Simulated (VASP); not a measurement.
# CaSe (Fm-3m) in VASP: further runs

Runs on CaSe. Level: PBEsol. Tasks: single point.

Program: VASP 6.6.1. These are calculated values, not measurements. Logs are shortened: lines on timing, memory, paths and dates and some standing lists are left out, and cuts for length are marked.

**The experiment to reproduce.**

A printed reference work, monograph, original work of 1988 reports, for a bulk crystal of CaSe at 2 K: band gap 3.85 eV (indirect).

The results are compared with them further down.

## (1) The cell of the first run

Symmetry: Fm-3m, No. 225, cubic system. The conventional cell has a = 5.832 Å, b = 5.832 Å, c = 5.832 Å, α = 90.00°, β = 90.00°, γ = 90.00°. Within 3.8 Å of Se (site symmetry m-3m) lie 6 Ca at 2.92 Å. Within 3.8 Å of Ca (site symmetry m-3m) lie 6 Se at 2.92 Å.

## (2) Single point, PBEsol (volume scaled by 0.96)

INCAR

```
ALGO = Normal
EDIFF = 1E-6
ENCUT = 520
GGA = PS
ISIF = 2
ISMEAR = -1
LASPH = True
LCHARG = True
LELF = True
LREAL = False
LVHAR = True
LWAVE = False
NBANDS = 15
NELM = 80
PREC = Accurate
SIGMA = 0.05
```

KPOINTS

```
k-points
0
Gamma
  8 8 8
```

POSCAR

```
CaSe
1.0
    0.0000000000      2.9160491567      2.9160491567
    2.9160491567      0.0000000000      2.9160491567
    2.9160491567      2.9160491567      0.0000000000
Se Ca
1 1
Direct
    0.5000000000      0.5000000000      0.5000000000
    0.0000000000      0.0000000000      0.0000000000
```

Potentials or basis: VASP PAW PBE potentials, release 64 (Se, Ca_sv).

Run with:

```sh
$ cat potpaw_PBE.64/Se/POTCAR potpaw_PBE.64/Ca_sv/POTCAR > POTCAR
$ mpirun -np 1 vasp_std > vasp.out
```

OUTCAR:

```text
EDIFF = 1E-6
   ENCUT = 520
   GGA = PS
   ISIF = 2
   ISMEAR = -1
   LASPH = True
   LREAL = False
   NELM = 80
   PREC = Accurate

 ion  position               nearest neighbor table
   1  0.500  0.500  0.500-   2 2.92   2 2.92   2 2.92   2 2.92   2 2.92   2 2.92
   2  0.000  0.000  0.000-   1 2.92   1 2.92   1 2.92   1 2.92   1 2.92   1 2.92

  LATTYP: Found a face centered cubic cell.
 ALAT       =     5.8320983134

  Lattice vectors:

 A1 = (   0.0000000000,   2.9160491567,   2.9160491567)
 A2 = (   2.9160491567,   0.0000000000,   2.9160491567)
 A3 = (   2.9160491567,   2.9160491567,   0.0000000000)

Analysis of symmetry for initial positions (statically):
=====================================================================
 Subroutine PRICEL returns:
 Original cell was already a primitive cell.

 Routine SETGRP: Setting up the symmetry group for a
 face centered cubic supercell.

 Subroutine GETGRP returns: Found 48 space group operations
 (whereof 48 operations were pure point group operations)
 out of a pool of 48 trial point group operations.

The static configuration has the point symmetry O_h .

Analysis of symmetry for dynamics (positions and initial velocities):
=====================================================================
 Subroutine PRICEL returns:
 Original cell was already a primitive cell.

 Routine SETGRP: Setting up the symmetry group for a
 face centered cubic supercell.

 Subroutine GETGRP returns: Found 48 space group operations
 (whereof 48 operations were pure point group operations)
 out of a pool of 48 trial point group operations.

The dynamic configuration has the point symmetry O_h .

 Subroutine INISYM returns: Found 48 space group operations
 (whereof 48 operations are pure point group operations),
 and found     1 'primitive' translations

----------------------------------------------------------------------------------------

                                     Primitive cell

  volume of cell :      49.5923

  direct lattice vectors                    reciprocal lattice vectors
     0.000000000  2.916049157  2.916049157    -0.171464874  0.171464874  0.171464874
     2.916049157  0.000000000  2.916049157     0.171464874 -0.171464874  0.171464874
     2.916049157  2.916049157  0.000000000     0.171464874  0.171464874 -0.171464874

  length of vectors
     4.123916266  4.123916266  4.123916266     0.296985873  0.296985873  0.296985873

  position of ions in fractional coordinates (direct lattice)
     0.500000000  0.500000000  0.500000000
     0.000000000  0.000000000  0.000000000

  ion indices of the primitive-cell ions
   primitive index   ion index
                 1           1
                 2           2

----------------------------------------------------------------------------------------

 KPOINTS: k-points

Automatic generation of k-mesh.
 Grid dimensions read from file:
 generate k-points for:    8    8    8

 Generating k-lattice:

  Cartesian coordinates                     Fractional coordinates (reciprocal lattice)
    -0.021433109  0.021433109  0.021433109     0.125000000  0.000000000  0.000000000
     0.021433109 -0.021433109  0.021433109     0.000000000  0.125000000  0.000000000
     0.021433109  0.021433109 -0.021433109     0.000000000  0.000000000  0.125000000

  Length of vectors
     0.037123234  0.037123234  0.037123234

  Shift w.r.t. Gamma in fractional coordinates (k-lattice)
     0.000000000  0.000000000  0.000000000

 Subroutine IBZKPT returns following result:
 ===========================================

 Found     29 irreducible k-points:

 Following reciprocal coordinates:
            Coordinates               Weight
  0.000000  0.000000  0.000000      1.000000
  0.125000  0.000000  0.000000      8.000000
  0.250000  0.000000  0.000000      8.000000
  0.375000  0.000000  0.000000      8.000000
  0.500000  0.000000  0.000000      4.000000
  0.125000  0.125000  0.000000      6.000000
[... 16 lines left out ...]
  0.500000  0.250000  0.125000     48.000000
 -0.375000  0.250000  0.125000     24.000000
 [... further k-points ...]
   k-points           NKPTS =     29   k-points in BZ     NKDIM =     29   number of bands    NBANDS=     15
   number of dos      NEDOS =    301   number of ions     NIONS =      2
   total plane-waves  NPLWV =  32768
   dimension x,y,z NGX =    32 NGY =   32 NGZ =   32
   dimension x,y,z NGXF=    64 NGYF=   64 NGZF=   64
   ions per type =               1   1
   NGX,Y,Z   is equivalent  to a cutoff of  12.90, 12.90, 12.90 a.u.
   NGXF,Y,Z  is equivalent  to a cutoff of  25.80, 25.80, 25.80 a.u.
 SYSTEM =  unknown system
   PREC   = accura    normal or accurate (medium, high low for compatibility)
   ISTART =      0    job   : 0-new  1-cont  2-samecut
   ICHARG =      2    charge: 1-file 2-atom 10-const
   ISPIN  =      1    spin polarized calculation?
   LNONCOLLINEAR =      F non collinear calculations
   LSORBIT =      F    spin-orbit coupling
   LASPH  =      T    aspherical Exc in radial PAW
   ENCUT  =  520.0 eV  38.22 Ry    6.18 a.u.   7.67  7.67  7.67*2*pi/ulx,y,z
   NELM   =     80;   NELMIN=  2; NELMDL= -5     # of ELM steps
   EDIFF  = 0.1E-05   stopping-criterion for ELM
   LREAL  =      F    real-space projection
   EDIFFG = 0.1E-04   stopping-criterion for IOM
   NSW    =      0    number of steps for IOM
   IBRION =     -1    ionic relax: 0-MD 1-quasi-New 2-CG
   NFREE  =      0    steps in history (QN), initial steepest desc. (CG)
   ISIF   =      2    stress and relaxation
   ISYM   =      2    0-nonsym 1-usesym 2-fastsym
   POTIM  = 0.5000    time-step for ionic-motion
   TEBEG  =    0.0;   TEEND  =   0.0 temperature during run
   PSTRESS=    0.0 pullay stress
   NELECT =      16.0000    total number of electrons
   NUPDOWN=      -1.0000    fix difference up-down
   EMIN   =  10.00;   EMAX   =-10.00  energy-range for DOS
   EFERMI =   0.00;   METHOD = LEGACY
   ISMEAR =    -1;   SIGMA  =   0.05  broadening in eV -4-tet -1-fermi 0-gaus
   EFERMI_NEDOS =   21; number of points for ismear=-14 and -15
   IALGO  =     38    algorithm
   IMIX   =      4    mixing-type and parameters
     AMIX     =   0.40;   BMIX     =  1.00
     AMIX_MAG =   1.60;   BMIX_MAG =  1.00
  volume/ion in A,a.u.               =      24.80       167.33
  Fermi-wavevector in a.u.,A,eV,Ry     =   1.122820  2.121821 17.153189  1.260724
  Thomas-Fermi vector in A             =   2.259482
   LORBIT       =      0    0 simple, 1 ext, 2 COOP (PROOUT), +10 PAW based schemes
   GGA     = PS    functional components
   LHFCALC =     F    Hartree Fock is set to
   AEXX    =    0.0000 exact exchange contribution
   IVDW    =     0    specifies the selected vdW correction
   LEPSILON=     F    determine dielectric tensor
   LRPA    =     F    only Hartree local field effects (RPA)
 non-spin polarized calculation
  energy-cutoff  :      520.00
  volume of cell :       49.59
 maximum number of plane-waves:      1363
   NGX = 15   NGY = 15   NGZ = 15

 number of electron      16.0000003 magnetization

 Free energy of the ion-electron system (eV)
  ---------------------------------------------------
  ext. energy  EPLUGINS =         0.00000000
  ---------------------------------------------------
  free energy    TOTEN  =       -10.06968624 eV

  energy without entropy =      -10.06968624  energy(sigma->0) =      -10.06968624

 E-fermi :   3.5383     XC(G=0):  -9.5091

 val. band max:        2.6440023826   @ k =   0.0000   0.0000   0.0000
 cond. band min:       4.4590269578   @ k =   0.5000   0.5000   0.0000
 fundamental gap:      1.8150245752
 Fermi energy:         3.5383163125

 k-point     1 :       0.0000    0.0000    0.0000
  band No.  band energies     occupation
      1     -36.7728      2.00000
      2     -17.8561      2.00000
      3     -17.8561      2.00000
      4     -17.8561      2.00000
      5      -9.3341      2.00000
      6       2.6440      2.00000
      7       2.6440      2.00000
      8       2.6440      2.00000
      9       6.0579      0.00000
     10       6.2679      0.00000
     11       6.2679      0.00000
     12       6.2679      0.00000
     13       6.9132      0.00000
     14       6.9132      0.00000
     15      12.2346      0.00000

 k-point     2 :       0.1250    0.0000    0.0000
  band No.  band energies     occupation
      1     -36.7715      2.00000
      2     -17.8781      2.00000
      3     -17.8575      2.00000
      4     -17.8575      2.00000
      5      -9.2287      2.00000
      6       1.8216      2.00000
      7       2.3762      2.00000
      8       2.3762      2.00000
      9       6.2051      0.00000
     10       6.4967      0.00000
     11       6.4967      0.00000
     12       7.0461      0.00000
     13       7.3559      0.00000
     14       7.3559      0.00000
     15      12.5121      0.00000

 k-point     3 :       0.2500    0.0000    0.0000
  band No.  band energies     occupation
      1     -36.7684      2.00000
      2     -17.9305      2.00000
      3     -17.8608      2.00000
      4     -17.8608      2.00000
      5      -8.9608      2.00000
      6       0.5059      2.00000
      7       1.8715      2.00000
      8       1.8715      2.00000
      9       6.2998      0.00000
     10       7.0530      0.00000
     11       7.0530      0.00000
     12       8.4286      0.00000
     13       8.4286      0.00000
     14       8.5268      0.00000
     15      12.2060      0.00000
[... 343 lines left out ...]
 k-point    23 :       0.5000    0.2500    0.1250
  band No.  band energies     occupation
      1     -36.7635      2.00000
      2     -17.9634      2.00000
      3     -17.8949      2.00000
      4     -17.8729      2.00000
      5      -8.6431      2.00000
      6      -0.2260      2.00000
      7       1.0944      2.00000
      8       1.3998      2.00000
      9       6.4647      0.00000
     10       7.9226      0.00000
     11       8.2231      0.00000
     12       8.4113      0.00000
     13       8.8671      0.00000
     14      10.6065      0.00000
     15      10.8873      0.00000

 k-point    24 :      -0.3750    0.2500    0.1250
  band No.  band energies     occupation
      1     -36.7624      2.00000
      2     -17.9745      2.00000
      3     -17.8971      2.00000
      4     -17.8769      2.00000
      5      -8.5636      2.00000
      6      -0.3769      2.00000
      7       0.8899      2.00000
      8       1.3039      2.00000
      9       7.0956      0.00000
     10       7.4002      0.00000
     11       8.4657      0.00000
     12       8.7769      0.00000
     13       9.1366      0.00000
     14       9.9998      0.00000
     15      11.5269      0.00000

 [... further k-points ...]
[... 5 lines left out ...]
  --------------------------------------------------------------------------------------
  -------------------------------------------------------------------------------------
  Total        0.3787867      0.3787867      0.3787867     -0.0000000     -0.0000000      0.0000000
  in kB       12.2374459     12.2374459     12.2374459     -0.0000000     -0.0000000      0.0000000
  external PRESSURE =      12.2374459 kB  Pullay stress =       0.0000000 kB

 VOLUME and BASIS-vectors are now :
 -----------------------------------------------------------------------------
  energy-cutoff  :      520.00
  volume of cell :       49.59
      direct lattice vectors                 reciprocal lattice vectors
     0.000000000  2.916049157  2.916049157    -0.171464874  0.171464874  0.171464874
     2.916049157  0.000000000  2.916049157     0.171464874 -0.171464874  0.171464874
     2.916049157  2.916049157  0.000000000     0.171464874  0.171464874 -0.171464874

 POSITION                                       TOTAL-FORCE (eV/Angst)
 -----------------------------------------------------------------------------------
      2.91605      2.91605      2.91605        -0.000000     -0.000000      0.000000
      0.00000      0.00000      0.00000         0.000000      0.000000      0.000000
 -----------------------------------------------------------------------------------
    total drift:                                0.000000     -0.000000     -0.000000

  FREE ENERGIE OF THE ION-ELECTRON SYSTEM (eV)
  ---------------------------------------------------
  free  energy   TOTEN  =       -10.0696862393 eV

  energy  without entropy=      -10.0696862390  energy(sigma->0) =      -10.06968624
```

Wall time 10 s (1 thread of Intel Xeon Platinum 8488C (Sapphire Rapids), shared host); peak memory 0.18 GiB.

Results:

* Free energy: -10.0697 eV
* Pressure: 1.2 GPa
* Band gap on the k mesh: 1.81 eV, indirect (least direct gap 2.80 eV)

Levels at points of the mesh, in eV from the valence-band top:
```csv
k point,band 6,band 7,band 8,band 9,band 10,band 11
"(0.00, 0.00, 0.00)",0.00,0.00,0.00,3.41,3.62,3.62
"(0.50, 0.00, 0.00)",-3.50,-1.31,-1.31,4.45,5.56,5.59
"(0.50, 0.50, 0.00)",-2.67,-0.99,-0.99,1.81,5.10,5.12
```

Caveat: the cell differs from its parent crystal (volume scaled by 0.96); the PAW data sets were made with another functional, which shifts forces and pressure a little.

## (3) Single point, PBEsol

This run uses another cell than the first one, of 25.83 Å³/atom, 1.042 times its volume.

INCAR

```
SYSTEM = CaSe
PREC = Accurate ; ENCUT = 520
EDIFF = 1E-6 ; ISMEAR = -1
SIGMA = 0.05 ; LREAL = .False.
LASPH = .True. ; NELM = 80
ALGO = Normal ; ISIF = 2
LWAVE = .False. ; LCHARG = .True.
GGA = PS ; LELF = .True.
LVHAR = .True. ; NBANDS = 15
```

KPOINTS

```
regular mesh
0
Gamma
  8 8 8
  0 0 0
```

POSCAR

```
CaSe
1.0
    0.0000000000      2.9560000000      2.9560000000
    2.9560000000      0.0000000000      2.9560000000
    2.9560000000      2.9560000000      0.0000000000
Se Ca
1 1
Direct
    0.5000000000      0.5000000000      0.5000000000
    0.0000000000      0.0000000000      0.0000000000
```

Potentials or basis: VASP PAW PBE potentials, release 64 (Se, Ca_sv).

Run with:

```sh
$ cat potpaw_PBE.64/Se/POTCAR potpaw_PBE.64/Ca_sv/POTCAR > POTCAR
$ mpirun -np 1 vasp_std > vasp.out
```

Run time: 11 s. Hardware: 1 thread of Intel Xeon Platinum 8488C (Sapphire Rapids), shared host; peak memory 0.18 GiB.

The run converged. Its results:

* Free energy: -10.0717 eV
* Pressure: -0.9 GPa
* Band gap on the k mesh: 1.92 eV, indirect (least direct gap 2.87 eV)

Levels at points of the mesh, in eV from the valence-band top:
| k point | band 5 | band 6 | band 7 | band 8 | band 9 | band 10 | band 11 | band 12 |
| --- | --- | --- | --- | --- | --- | --- | --- | --- |
| (0.00, 0.00, 0.00) | -11.83 | 0.00 | 0.00 | 0.00 | 3.19 | 3.65 | 3.65 | 3.65 |
| (0.50, 0.00, 0.00) | -11.12 | -3.34 | -1.22 | -1.22 | 4.38 | 5.45 | 5.49 | 5.49 |
| (0.50, 0.50, 0.00) | -11.24 | -2.56 | -0.95 | -0.95 | 1.92 | 4.94 | 5.04 | 6.03 |

Caveat: the PAW data sets were made with another functional, which shifts forces and pressure a little.

## (4) Single point, PBEsol (volume scaled by 0.98)

INCAR

```
PREC = Accurate ; ENCUT = 520
EDIFF = 1E-6 ; ISMEAR = -1
SIGMA = 0.05 ; LREAL = F
LASPH = T ; NELM = 80
ALGO = Normal ; ISIF = 2
LWAVE = F ; LCHARG = F
GGA = PS ; NBANDS = 15
```

KPOINTS

```
Automatic mesh
0
Gamma
  8 8 8
```

POSCAR

```
CaSe
1.0
    0.0000000000      2.9361604760      2.9361604760
    2.9361604760      0.0000000000      2.9361604760
    2.9361604760      2.9361604760      0.0000000000
Se Ca
1 1
Direct
    0.5000000000      0.5000000000      0.5000000000
    0.0000000000      0.0000000000      0.0000000000
```

Run with:

```sh
$ cat potpaw_PBE.64/Se/POTCAR potpaw_PBE.64/Ca_sv/POTCAR > POTCAR
$ mpirun -np 1 vasp_std > vasp.out
```

Run time: 14 s. Hardware: 1 thread of Intel Xeon Platinum 8488C (Sapphire Rapids), shared host; peak memory 0.18 GiB.

Results (log left out):

- Free energy: -10.0741 eV
- Pressure: 0.1 GPa
- Band gap on the k mesh: 1.87 eV, indirect (least direct gap 2.84 eV)

Levels at points of the mesh, in eV from the valence-band top:
```csv
k point,band 6,band 7,band 8,band 9,band 10,band 11
"(0.00, 0.00, 0.00)",0.00,0.00,0.00,3.30,3.64,3.64
"(0.50, 0.00, 0.00)",-3.42,-1.26,-1.26,4.41,5.51,5.54
"(0.50, 0.50, 0.00)",-2.62,-0.97,-0.97,1.87,5.03,5.07
```

Caveat: the cell differs from its parent crystal (volume scaled by 0.98); the PAW data sets were made with another functional, which shifts forces and pressure a little. A k mesh can miss the band edges.

[end of part 1 of 2]
